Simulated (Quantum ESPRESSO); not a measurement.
# Fe (Im-3m) in Quantum ESPRESSO: further runs

The runs below take Fe through single point, equation of state, with r2SCAN.

All numbers are computed with Quantum ESPRESSO 7.5; they aren't measurements. Logs are shortened: lines on timing, memory, paths and dates and some standing lists are left out, and cuts for length are marked.

**Experimental background.**

“Pressure Induced Densification and Compression in a Reprocessed Borosilicate Glass”, 2018, pmc:5793612 quotes, for a bulk crystal of Fe: bulk modulus 166.4 GPa.

How close the calculation comes is told below.

### Step 1. Starting point

It takes space group Im-3m (No. 229, cubic). The conventional cell has a = 2.886 Å, b = 2.886 Å, c = 2.886 Å, α = 90.00°, β = 90.00°, γ = 90.00°. Around Fe (site symmetry m-3m) lie 8 Fe at 2.50 Å.

### Step 2. Single point, r2SCAN, collinear spin, ferromagnetic start, 11.30 Å³/atom

The input, pw.in:

```
&CONTROL
  calculation = 'scf'
  prefix = 'pwscf'
  outdir = './tmp'
  pseudo_dir = './pseudo'
  tprnfor = .true.
  disk_io = 'nowf'
/
&SYSTEM
  ibrav = 0
  nat = 1
  ntyp = 1
  ecutwfc = 70
  nbnd = 17
  input_dft = 'r2scan'
  occupations = 'smearing'
  smearing = 'fd'
  degauss = 0.00367493
  nspin = 2
  starting_magnetization(1) = 0.1875
  nosym = .true.
  nr1 = 32
  nr2 = 32
  nr3 = 32
/
&ELECTRONS
  conv_thr = 1d-08
  electron_maxstep = 120
  mixing_beta = 0.3
/
ATOMIC_SPECIES
Fe    55.8450 Fe_ONCV_PBE-1.2.upf
CELL_PARAMETERS angstrom
  -1.4135427549    1.4135427549    1.4135427549
   1.4135427549   -1.4135427549    1.4135427549
   1.4135427549    1.4135427549   -1.4135427549
ATOMIC_POSITIONS crystal
Fe     0.0000000000    0.0000000000    0.0000000000
K_POINTS automatic
10 10 10 0 0 0
```

Potentials or basis: SG15 PBE 1.2.

On the command line:

```sh
$ OMP_NUM_THREADS=1 mpirun -n 2 pw.x -nk 2 -in pw.in > pw.out
```

pw.out:

```text
This program is part of the open-source Quantum ESPRESSO suite
     for quantum simulation of materials; please cite
         "P. Giannozzi et al., J. Phys.:Condens. Matter 21 395502 (2009);
         "P. Giannozzi et al., J. Phys.:Condens. Matter 29 465901 (2017);
         "P. Giannozzi et al., J. Chem. Phys. 152 154105 (2020);
     in publications or presentations arising from this work. More details at

     IMPORTANT: XC functional enforced from input :
     Exchange-correlation= R2SCAN
                           (   0   0   0   0   0 497 498)
     Any further DFT definition will be discarded
     Please, verify this is what you really want

     K-points division:     npool     =       2
     Subspace diagonalization in iterative solution of the eigenvalue problem:
     a serial algorithm will be used

     G-vector sticks info
     --------------------
     sticks:   dense  smooth     PW     G-vecs:    dense   smooth      PW
     Sum         451     451    173                 6051     6051    1481

     Using Slab Decomposition

     bravais-lattice index     =            0
     lattice parameter (alat)  =       4.6267  a.u.
     unit-cell volume          =      76.2401 (a.u.)^3
     number of atoms/cell      =            1
     number of atomic types    =            1
     number of electrons       =        16.00
     number of Kohn-Sham states=           17
     kinetic-energy cutoff     =      70.0000  Ry
     charge density cutoff     =     280.0000  Ry
     scf convergence threshold =      1.0E-08
     mixing beta               =       0.3000
     number of iterations used =            8  plain     mixing
     Exchange-correlation= R2SCAN
                           (   0   0   0   0   0 497 498)

     celldm(1)=   4.626669  celldm(2)=   0.000000  celldm(3)=   0.000000
     celldm(4)=   0.000000  celldm(5)=   0.000000  celldm(6)=   0.000000

     crystal axes: (cart. coord. in units of alat)
               a(1) = (  -0.577350   0.577350   0.577350 )
               a(2) = (   0.577350  -0.577350   0.577350 )
               a(3) = (   0.577350   0.577350  -0.577350 )

     reciprocal axes: (cart. coord. in units 2 pi/alat)
               b(1) = ( -0.000000  0.866025  0.866025 )
               b(2) = (  0.866025 -0.000000  0.866025 )
               b(3) = (  0.866025  0.866025  0.000000 )

     PseudoPot. # 1 for Fe read from file:
     Fe_ONCV_PBE-1.2.upf
     Pseudo is Norm-conserving, Zval = 16.0
     Generated using ONCVPSP code by D. R. Hamann
     Using radial grid of  602 points,  6 beta functions with:
                l(1) =   0
                l(2) =   0
                l(3) =   1
                l(4) =   1
                l(5) =   2
                l(6) =   2

     atomic species   valence    mass     pseudopotential
     Fe               16.00    55.84500     Fe( 1.00)

     Starting magnetic structure
     atomic species   magnetization
     Fe              0.188

     No symmetry found

   Cartesian axes

     site n.     atom                  positions (alat units)
         1        Fe     tau(   1) = (   0.0000000   0.0000000   0.0000000  )

     number of k points=   504  Fermi-Dirac smearing, width (Ry)=  0.0037

     Number of k-points >= 100: set verbosity='high' to print them.

     Dense  grid:     6051 G-vectors     FFT dimensions: (  32,  32,  32)

     WARNING: libxc functional with ID  497 depends
      on external parameters: check the user_guide of
      QE if you need to modify them or to check their
      default values.

     WARNING: libxc functional with ID  498 depends
      on external parameters: check the user_guide of
      QE if you need to modify them or to check their
      default values.
     Generating pointlists ...
     new r_m :   0.4125 (alat units)  1.9085 (a.u.) for type    1

     Initial potential from superposition of free atoms

     starting charge      15.9550, renormalised to      16.0000
     Starting wfcs are random

     Self-consistent Calculation

     iteration #  1     ecut=    70.00 Ry     beta= 0.30
     Davidson diagonalization with overlap
     ethr =  1.00E-02,  avg # of iterations =  8.8

     total energy              =    -236.68478409 Ry
     estimated scf accuracy    <      16.67452887 Ry

     total magnetization       =     2.70 Bohr mag/cell
     absolute magnetization    =     2.73 Bohr mag/cell

     iteration #  2     ecut=    70.00 Ry     beta= 0.30
     Davidson diagonalization with overlap
     ethr =  1.00E-02,  avg # of iterations =  1.0

     total energy              =    -236.70553171 Ry
     estimated scf accuracy    <       7.70998536 Ry

     total magnetization       =     2.72 Bohr mag/cell
     absolute magnetization    =     2.79 Bohr mag/cell

     iteration #  3     ecut=    70.00 Ry     beta= 0.30
     Davidson diagonalization with overlap
     ethr =  1.00E-02,  avg # of iterations =  1.0

     total energy              =    -236.71914256 Ry
     estimated scf accuracy    <       0.09295851 Ry

     total magnetization       =     2.70 Bohr mag/cell
     absolute magnetization    =     2.94 Bohr mag/cell

     iteration #  4     ecut=    70.00 Ry     beta= 0.30
     Davidson diagonalization with overlap
     ethr =  5.81E-04,  avg # of iterations =  1.0

     total energy              =    -236.72094698 Ry
     estimated scf accuracy    <       0.01147550 Ry

     total magnetization       =     2.71 Bohr mag/cell
     absolute magnetization    =     2.99 Bohr mag/cell

     iteration #  5     ecut=    70.00 Ry     beta= 0.30
     Davidson diagonalization with overlap
     ethr =  7.17E-05,  avg # of iterations =  1.6

     total energy              =    -236.72233380 Ry
     estimated scf accuracy    <       0.00386223 Ry

     total magnetization       =     2.75 Bohr mag/cell
     absolute magnetization    =     3.10 Bohr mag/cell

     iteration #  6     ecut=    70.00 Ry     beta= 0.30
     Davidson diagonalization with overlap
     ethr =  2.41E-05,  avg # of iterations =  1.6

     total energy              =    -236.72248293 Ry
     estimated scf accuracy    <       0.00033245 Ry

     total magnetization       =     2.75 Bohr mag/cell
     absolute magnetization    =     3.11 Bohr mag/cell

     iteration #  7     ecut=    70.00 Ry     beta= 0.30
     Davidson diagonalization with overlap
     ethr =  2.08E-06,  avg # of iterations =  2.3

     total energy              =    -236.72250371 Ry
     estimated scf accuracy    <       0.00010193 Ry

     total magnetization       =     2.75 Bohr mag/cell
     absolute magnetization    =     3.11 Bohr mag/cell

     iteration #  8     ecut=    70.00 Ry     beta= 0.30
     Davidson diagonalization with overlap
     ethr =  6.37E-07,  avg # of iterations =  1.2

     total energy              =    -236.72250681 Ry
     estimated scf accuracy    <       0.00004468 Ry

     total magnetization       =     2.76 Bohr mag/cell
     absolute magnetization    =     3.11 Bohr mag/cell

     iteration #  9     ecut=    70.00 Ry     beta= 0.30
     Davidson diagonalization with overlap
     ethr =  2.79E-07,  avg # of iterations =  1.3

     total energy              =    -236.72250998 Ry
     estimated scf accuracy    <       0.00000209 Ry

     total magnetization       =     2.76 Bohr mag/cell
     absolute magnetization    =     3.11 Bohr mag/cell

     iteration # 10     ecut=    70.00 Ry     beta= 0.30
     Davidson diagonalization with overlap
     ethr =  1.31E-08,  avg # of iterations =  2.1

     total energy              =    -236.72251050 Ry
     estimated scf accuracy    <       0.00000031 Ry

     total magnetization       =     2.76 Bohr mag/cell
     absolute magnetization    =     3.11 Bohr mag/cell

     iteration # 11     ecut=    70.00 Ry     beta= 0.30
     Davidson diagonalization with overlap
     ethr =  1.92E-09,  avg # of iterations =  1.7

     total energy              =    -236.72251054 Ry
     estimated scf accuracy    <       0.00000039 Ry

     total magnetization       =     2.76 Bohr mag/cell
     absolute magnetization    =     3.11 Bohr mag/cell

     iteration # 12     ecut=    70.00 Ry     beta= 0.30
     Davidson diagonalization with overlap
     ethr =  1.92E-09,  avg # of iterations =  1.1

     Magnetic moment per site  (integrated on atomic sphere of radius R)
     atom   1 (R=0.412)  charge= 14.3647  magn=  2.9288

     End of self-consistent calculation

     Number of k-points >= 100: set verbosity='high' to print the bands.

     the Fermi energy is    19.4342 ev

!    total energy              =    -236.72251055 Ry
     estimated scf accuracy    <          6.7E-09 Ry
     smearing contrib. (-TS)   =      -0.00041266 Ry
     internal energy E=F+TS    =    -236.72209789 Ry

     The total energy is F=E-TS. E is the sum of the following terms:
     one-electron contribution =     -92.32378469 Ry
     hartree contribution      =      55.23743346 Ry
     xc contribution           =     -25.24956471 Ry
     ewald contribution        =    -174.38618195 Ry

     total magnetization       =     2.76 Bohr mag/cell
     absolute magnetization    =     3.11 Bohr mag/cell

     convergence has been achieved in  12 iterations

     Forces acting on atoms (cartesian axes, Ry/au):

     atom    1 type  1   force =     0.00000000    0.00000000    0.00000000

     Total force =     0.000000     Total SCF correction =     0.000012

=------------------------------------------------------------------------------=
   JOB DONE.
=------------------------------------------------------------------------------=
```

Wall time 6.8 min (2 MPI ranks of Arm Neoverse V1, shared host); peak memory 0.34 GiB.

What came out:

```
Free energy                                           : -3220.7738 eV
Band gap on the k mesh                                : none (metal or under the smearing width)
Net moment                                            : 2.76 μB per cell
Absolute moment                                       : 3.11 μB per cell
Site moments                                          : Fe +2.93 μB
Valence electrons inside the program's atomic spheres : Fe 14.36
```

Caveat: the k mesh is coarse; the potentials were made for another functional, which shifts forces and pressure.

### Step 3. Single point, r2SCAN, collinear spin, ferromagnetic start, 11.54 Å³/atom

Changes to pw.in since step 2:

```diff
@@ -33,5 +33,5 @@
 CELL_PARAMETERS angstrom
-  -1.4135427549    1.4135427549    1.4135427549
-   1.4135427549   -1.4135427549    1.4135427549
-   1.4135427549    1.4135427549   -1.4135427549
+  -1.4234976093    1.4234976093    1.4234976093
+   1.4234976093   -1.4234976093    1.4234976093
+   1.4234976093    1.4234976093   -1.4234976093
 ATOMIC_POSITIONS crystal
```

Potentials or basis: SG15 PBE 1.2.

On the command line:

```sh
$ OMP_NUM_THREADS=1 mpirun -n 2 pw.x -nk 2 -in pw.in > pw.out
```

Run time: 7 min. Hardware: 2 MPI ranks of Arm Neoverse V1, shared host; peak memory 0.34 GiB.

It converged, with:

| Item | Value |
| --- | --- |
| Free energy | -3220.7913 eV |
| Band gap on the k mesh | none (metal or under the smearing width) |
| Net moment | 2.80 μB per cell |
| Absolute moment | 3.15 μB per cell |
| Site moments | Fe +2.97 μB |
| Valence electrons inside the program's atomic spheres | Fe 14.38 |

Caveat: the k mesh is coarse; the potentials were made for another functional, which shifts forces and pressure.

### Step 4. Single point, r2SCAN, collinear spin, ferromagnetic start, 11.78 Å³/atom

Changes to pw.in since step 3:

```diff
@@ -33,5 +33,5 @@
 CELL_PARAMETERS angstrom
-  -1.4234976093    1.4234976093    1.4234976093
-   1.4234976093   -1.4234976093    1.4234976093
-   1.4234976093    1.4234976093   -1.4234976093
+  -1.4333151444    1.4333151444    1.4333151444
+   1.4333151444   -1.4333151444    1.4333151444
+   1.4333151444    1.4333151444   -1.4333151444
 ATOMIC_POSITIONS crystal
```

On the command line:

```sh
$ OMP_NUM_THREADS=1 mpirun -n 2 pw.x -nk 2 -in pw.in > pw.out
```

It took 7.4 min on 2 MPI ranks of Arm Neoverse V1, shared host; peak memory 0.34 GiB.

The run converged. Its results:

- Free energy: -3220.8020 eV
- Band gap on the k mesh: none (metal or under the smearing width)
- Net moment: 2.81 μB per cell
- Absolute moment: 3.17 μB per cell
- Site moments: Fe +2.98 μB
- Valence electrons inside the program's atomic spheres: Fe 14.39

Caveat: the k mesh is coarse; the potentials were made for another functional, which shifts forces and pressure.

### Step 5. Single point, r2SCAN, collinear spin, ferromagnetic start, 12.02 Å³/atom

Changes to pw.in since step 4:

```diff
@@ -33,5 +33,5 @@
 CELL_PARAMETERS angstrom
-  -1.4333151444    1.4333151444    1.4333151444
-   1.4333151444   -1.4333151444    1.4333151444
-   1.4333151444    1.4333151444   -1.4333151444
+  -1.4430000000    1.4430000000    1.4430000000
+   1.4430000000   -1.4430000000    1.4430000000
+   1.4430000000    1.4430000000   -1.4430000000
 ATOMIC_POSITIONS crystal
```

On the command line:

```sh
$ OMP_NUM_THREADS=1 mpirun -n 2 pw.x -nk 2 -in pw.in > pw.out
```

Wall time 7.5 min (2 MPI ranks of Arm Neoverse V1, shared host); peak memory 0.34 GiB.

Results (log left out):

* Free energy: -3220.8062 eV
* Band gap on the k mesh: none (metal or under the smearing width)
* Net moment: 2.81 μB per cell
* Absolute moment: 3.19 μB per cell
* Site moments: Fe +2.99 μB
* Valence electrons inside the program's atomic spheres: Fe 14.41

Caveat: the k mesh is coarse; the potentials were made for another functional, which shifts forces and pressure.

### Step 6. Single point, r2SCAN, collinear spin, ferromagnetic start, 12.26 Å³/atom

Changes to pw.in since step 5:

```diff
@@ -33,5 +33,5 @@
 CELL_PARAMETERS angstrom
-  -1.4430000000    1.4430000000    1.4430000000
-   1.4430000000   -1.4430000000    1.4430000000
-   1.4430000000    1.4430000000   -1.4430000000
+  -1.4525565699    1.4525565699    1.4525565699
+   1.4525565699   -1.4525565699    1.4525565699
+   1.4525565699    1.4525565699   -1.4525565699
 ATOMIC_POSITIONS crystal
```

Potentials or basis: SG15 PBE 1.2.

On the command line:

```sh
$ OMP_NUM_THREADS=1 mpirun -n 2 pw.x -nk 2 -in pw.in > pw.out
```

Wall time 7 min (2 MPI ranks of Arm Neoverse V1, shared host); peak memory 0.36 GiB.

Results (log left out):

* Free energy: -3220.8043 eV
* Band gap on the k mesh: none (metal or under the smearing width)
* Net moment: 2.81 μB per cell
* Absolute moment: 3.21 μB per cell
* Site moments: Fe +3.00 μB
* Valence electrons inside the program's atomic spheres: Fe 14.42

Caveat: the k mesh is coarse; the potentials were made for another functional, which shifts forces and pressure.

### Step 7. Single point, r2SCAN, collinear spin, ferromagnetic start, 12.50 Å³/atom

Changes to pw.in since step 6:

```diff
@@ -33,5 +33,5 @@
 CELL_PARAMETERS angstrom
-  -1.4525565699    1.4525565699    1.4525565699
-   1.4525565699   -1.4525565699    1.4525565699
-   1.4525565699    1.4525565699   -1.4525565699
+  -1.4619890197    1.4619890197    1.4619890197
+   1.4619890197   -1.4619890197    1.4619890197
+   1.4619890197    1.4619890197   -1.4619890197
 ATOMIC_POSITIONS crystal
```

On the command line:

```sh
$ OMP_NUM_THREADS=1 mpirun -n 2 pw.x -nk 2 -in pw.in > pw.out
```

Wall time 7.4 min (2 MPI ranks of Arm Neoverse V1, shared host); peak memory 0.36 GiB.

It converged, with:

| Property | Result |
| --- | --- |
| Free energy | -3220.7970 eV |
| Band gap on the k mesh | none (metal or under the smearing width) |
| Net moment | 2.81 μB per cell |
| Absolute moment | 3.22 μB per cell |
| Site moments | Fe +3.01 μB |
| Valence electrons inside the program's atomic spheres | Fe 14.44 |

Caveat: the k mesh is coarse; the potentials were made for another functional, which shifts forces and pressure.

### Step 8. Single point, r2SCAN, collinear spin, ferromagnetic start, 12.74 Å³/atom

Changes to pw.in since step 7:

```diff
@@ -33,5 +33,5 @@
 CELL_PARAMETERS angstrom
-  -1.4619890197    1.4619890197    1.4619890197
-   1.4619890197   -1.4619890197    1.4619890197
-   1.4619890197    1.4619890197   -1.4619890197
+  -1.4713013028    1.4713013028    1.4713013028
+   1.4713013028   -1.4713013028    1.4713013028
+   1.4713013028    1.4713013028   -1.4713013028
 ATOMIC_POSITIONS crystal
```

On the command line:

```sh
$ OMP_NUM_THREADS=1 mpirun -n 2 pw.x -nk 2 -in pw.in > pw.out
```

It took 7.5 min on 2 MPI ranks of Arm Neoverse V1, shared host; peak memory 0.36 GiB.

Results (log left out):

```
Free energy                                           : -3220.7849 eV
Band gap on the k mesh                                : none (metal or under the smearing width)
Net moment                                            : 2.81 μB per cell
Absolute moment                                       : 3.24 μB per cell
Site moments                                          : Fe +3.01 μB
Valence electrons inside the program's atomic spheres : Fe 14.45
```

Caveat: the k mesh is coarse; the potentials were made for another functional, which shifts forces and pressure.

### Step 9. Equation of state, r2SCAN, collinear spin, ferromagnetic start

Potentials or basis: SG15 PBE 1.2.

No new run: the results of the series are fitted here.

What came out:

```yaml
Equilibrium_volume: 12.06 Å³/atom
Bulk_modulus: 195 GPa
Pressure_derivative_of_the_bulk_modulus: "3.3 (rough: it moves with the points fitted)"
```

Energy against volume, from the lowest point:
| volume (Å³/atom) | energy (meV/atom) |
| --- | --- |
| 11.298 | 32.35 |
| 11.538 | 14.92 |
| 11.778 | 4.15 |
| 12.019 | 0.00 |
| 12.259 | 1.89 |
| 12.499 | 9.21 |
| 12.740 | 21.32 |

Caveat: the k mesh is coarse; the potentials were made for another functional, which shifts forces and pressure.

### Step 10. Against experiment

Step 9. Against the measured bulk modulus of Fe, 166.4 GPa (quoted in “Pressure Induced Densification and Compression in a Reprocessed Borosilicate Glass”, 2018, pmc:5793612), the calculated 195 GPa is off by +17.2 %. The fit is for a static lattice scaled at fixed shape and fixed fractional positions.
